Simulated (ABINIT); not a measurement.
Runs of ABINIT 10.8.3 (patched build) on CdS (Greenockite). The structure is hexagonal, space group P6_3mc (No. 186). Conventional cell: a = 4.150 Å, b = 4.150 Å, c = 6.737 Å, α = 90.00°, β = 90.00°, γ = 120.00°. Cd (site symmetry 3m) is surrounded by 4 S at 2.53 to 2.54 Å. S (site symmetry 3m) has 4 Cd at 2.53 to 2.54 Å as nearest neighbours. 

| task | level | potentials or basis | k mesh | cutoff (eV) | fine-grid cutoff | mesh quality | gap on the mesh (eV) | largest force (eV/Å) |
| --- | --- | --- | --- | --- | --- | --- | --- | --- |
| single point | PBE | JTH PAW PBE v2.0 | 4 × 4 × 2 | 544 | 1088.46 eV | coarse | (a) | 0.06 |
| single point | r2SCAN | Ansatz NC r2SCAN | 4 × 4 × 2 | 1578 | - | coarse | 1.66 | 0.06 |
| single point | LDA | JTH PAW LDA v2.0 | 9 × 9 × 5 | 544 | 1088.46 eV | not flagged | 0.89 | 0.06 |
| single point | PBEsol | JTH PAW PBE v2.0 | 9 × 9 × 5 | 544 | 1088.46 eV | not flagged | 1.04 | 0.07 |
| single point | PBE | JTH PAW PBE v2.0 | 6 × 6 × 3 | 544 | 1088.46 eV | not flagged | 1.18 | 0.07 |
| band structure | HCTH407 | JTH PAW PBE v2.0 | 7 × 7 × 4 | 544 | 1088.46 eV | not flagged | 1.67 | 0.06 |
| single point | LDA | JTH PAW LDA v2.0 | 6 × 6 × 3 | 544 | 1088.46 eV | not flagged | 0.89 | 0.06 |
| band structure | PBE | JTH PAW PBE v2.0 | 7 × 7 × 4 | 599 | 1197.3 eV | not flagged | 1.18 | 0.07 |
| band structure | LDA-PZ | JTH PAW LDA v2.0 | 7 × 7 × 4 | 544 | 1088.46 eV | not flagged | 0.89 | 0.06 |
| band structure | LDA-Teter | JTH PAW LDA v2.0 | 7 × 7 × 4 | 544 | 1088.46 eV | not flagged | 0.89 | 0.06 |
| single point | PBEsol | JTH PAW PBE v2.0 | 6 × 6 × 3 | 544 | 1088.46 eV | not flagged | 1.04 | 0.07 |
| single point | r2SCAN | JTH PAW PBE v2.0 | 4 × 4 × 2 | 707 | 1306.15 eV | coarse | 1.62 | 0.06 |

Alike in all rows: no spin polarisation; cell as given; smearing fermi-dirac 0.05 eV.

Question: Estimate the missing entries.

Answer: (a) 1.17.

Caveats: some runs use coarse meshes; an odd mesh through Γ misses points on the zone boundary, where band edges often lie (some runs); the PAW data sets were made with another functional, which shifts forces and pressure a little (some runs).

A k mesh can miss the band edges, and the runs leave out spin-orbit coupling on Cd.

Not every run made on this cell is shown here.
